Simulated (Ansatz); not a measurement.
## Ionic part of the dielectric constant of BN at 7 GPa, mode by mode

Method: Ansatz 0.2.0, DFT PBEsol, scalar-relativistic, plane waves, PAW. Plane waves to 420 eV; Γ-centred k mesh 12×12×6; fixed occupations. No spin polarisation. Phonons by linear response, acoustic sum rule imposed.

The structure is hexagonal, space group P6_3mc (No. 186). The conventional cell has a = 2.526 Å, b = 2.526 Å, c = 4.179 Å, α = 90.00°, β = 90.00°, γ = 120.00°. Around B (site symmetry 3m) lie 4 N at 1.55 to 1.56 Å. N (site symmetry 3m) has 4 B at 1.55 to 1.56 Å as nearest neighbours.

The primitive cell has V = 23.09 Å³ and ε∞,yy = 4.575. Each polar mode adds Δε = (4.92064×10⁷/V)·S/ν² along y, with S its oscillator strength in e²/amu, ν in cm⁻¹ and V in Å³.

Question: From these modes, find each Δε and ε0,yy.
| ν (cm⁻¹) | S_yy (e²/amu) |
| --- | --- |
| 1082.0 | 1.096 |

Answer:
| ν (cm⁻¹) | Δε |
| --- | --- |
| 1082.0 | 2.00 |

The sum is 1.995, so ε0,yy = 6.57; the run's tensor has 6.57.

Question: Where do the longitudinal modes lie for a wave vector along y?

Answer: At 1297 cm⁻¹. The Lyddane–Sachs–Teller product Π(ν_LO/ν_TO)² = 1.44 matches ε0/ε∞ = 1.44.

This wurtzite form isn't the usual stable structure of the compound at low pressure.